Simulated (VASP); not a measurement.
ZrO$_{2}$ (fluorite) relaxed at rising pressure, in one space group throughout; other phases were not tried. The pressures are those reached. All values below come from r2SCAN meta-GGA, VASP's PBE PAW potentials (set 64) (plane waves; VASP 6.6.1).

| P (GPa) | V (Å³/atom) | k-mesh |
|---|---|---|
| -0.27 | 11.002 | 8×8×8 |
| 4.99 | 10.786 | 8×8×8 |
| 9.98 | 10.601 | 8×8×8 |
| 19.74 | 10.279 | 8×8×8 |
| 29.77 | 9.995 | 8×8×8 |

Problem. Fit an equation of state and predict the volume at 44.95 GPa.

Solution. Least squares on the third-order Birch-Murnaghan form, P = (3B0/2)(y⁷ − y⁵)[1 + (3/4)(B′ − 4)(y² − 1)] with y = (V0/V)^(1/3), gives V0 = 10.990 Å³/atom, B0 = 256 GPa and B′ = 4.3, and so 9.629 Å³/atom. The run gave 9.626 Å³/atom, -0.0 % from the fit.

Pressures at which the relaxation failed are left out.

The compound is ZrO2 in the fluorite structure, the high-temperature cubic form, which is unstable at 0 K; the monoclinic form is the stable one.
